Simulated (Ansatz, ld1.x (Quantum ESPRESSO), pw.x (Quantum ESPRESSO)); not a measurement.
What a changed setting does to a pw.x run (diamond Sb)

Potential: ultrasoft, ld1.x (Quantum ESPRESSO) 7.5, PBE; core [Kr] 4d10, reference 5s2 5p3; waves: 5s (bound): rcut 1.45, rcutus 1.85 bohr; 5s channel at 2.65 Ry: rcut 1.45, rcutus 1.85 bohr; 5p (bound): rcut 2.05, rcutus 2.65 bohr; 5p channel at 0.05 Ry: rcut 2.05, rcutus 2.65 bohr; 5d channel at 0.35 Ry: rcut 2.30, rcutus 2.70 bohr; 5d channel at 2.5 Ry: rcut 2.30, rcutus 2.70 bohr; local part: all-electron potential smoothed inside 1.70 bohr (lloc = -1); core correction: Bessel-smoothed model core, default radius (core density twice the valence density); augmentation: PSQ, radius 1.65 bohr.

The reference run (k-mesh 8³, cutoffs 40/320 Ry, Fermi–Dirac 0.01 Ry, mixing_beta 0.4, conv_thr 1e-9, no spin) gives -0.01 GPa at 42.794 Å³/atom, where all-electron LAPW gives -0.01 GPa. This run, with its own iteration cap, changes mixing_beta to 0.2.

```
&control
  calculation='scf', prefix='x', pseudo_dir='./', outdir='./tmp', tstress=.true., disk_io='none'
/
&system
  ibrav=0, nat=2, ntyp=1, ecutwfc=40, ecutrho=320, nbnd=12,
  occupations='smearing', smearing='fd', degauss=0.01
/
&electrons
  conv_thr=1e-09, mixing_beta=0.2, electron_maxstep=70
/
ATOMIC_SPECIES
Sb 1.0 Sb.UPF
CELL_PARAMETERS angstrom
  0.00000000 3.49779453 3.49779453
  3.49779453 0.00000000 3.49779453
  3.49779453 3.49779453 0.00000000
ATOMIC_POSITIONS crystal
Sb 0.0000 0.0000 0.0000
Sb 0.2500 0.2500 0.2500
K_POINTS automatic
8 8 8 0 0 0
```

```bash
pw.x < Sb.scf.in > Sb.scf.out
```

Question: How does the run end?

Answer: It converges in 7 iterations; the free energy moves by +0.0 meV/atom and the pressure by +0.00 GPa. The result is that of the reference run.

```
Message from routine setup:
     using ibrav=0 with symmetry is DISCOURAGED, use correct ibrav instead
     lattice parameter (alat)  =       9.3478  a.u.
     unit-cell volume          =     577.5765 (a.u.)^3
     number of electrons       =        10.00
     number of Kohn-Sham states=           12
     kinetic-energy cutoff     =      40.0000  Ry
     charge density cutoff     =     320.0000  Ry
     scf convergence threshold =      1.0E-09
     Exchange-correlation= PBE
     number of k points=    29  Fermi-Dirac smearing, width (Ry)=  0.0100
     iteration #  1     ecut=    40.00 Ry     beta= 0.20
     total energy              =     -71.99189057 Ry
     estimated scf accuracy    <       0.00993097 Ry
     iteration #  2     ecut=    40.00 Ry     beta= 0.20
     total energy              =     -71.99087528 Ry
     estimated scf accuracy    <       0.00597154 Ry
     iteration #  3     ecut=    40.00 Ry     beta= 0.20
     total energy              =     -71.99113460 Ry
     estimated scf accuracy    <       0.00008836 Ry
     iteration #  4     ecut=    40.00 Ry     beta= 0.20
     total energy              =     -71.99115450 Ry
     estimated scf accuracy    <       0.00001648 Ry
     iteration #  5     ecut=    40.00 Ry     beta= 0.20
     total energy              =     -71.99115600 Ry
     estimated scf accuracy    <       0.00000039 Ry
     iteration #  6     ecut=    40.00 Ry     beta= 0.20
     total energy              =     -71.99115668 Ry
     estimated scf accuracy    <       0.00000007 Ry
     iteration #  7     ecut=    40.00 Ry     beta= 0.20
     the Fermi energy is     3.5227 ev
!    total energy              =     -71.99115671 Ry
     estimated scf accuracy    <          1.8E-10 Ry
     smearing contrib. (-TS)   =      -0.00643530 Ry
     The total energy is F=E-TS. E is the sum of the following terms:
     one-electron contribution =       2.96523425 Ry
     hartree contribution      =       2.34768649 Ry
     xc contribution           =     -56.92358401 Ry
     ewald contribution        =     -20.37405814 Ry
     convergence has been achieved in   7 iterations
          total   stress  (Ry/bohr**3)                   (kbar)     P=       -0.12
     Message from routine punch:
     Nothing written, as per user request (disk_io='none')
```

The run took about 15 s on one core of a shared host (Neoverse-V2, 96 threads, 742 GiB, load 35).
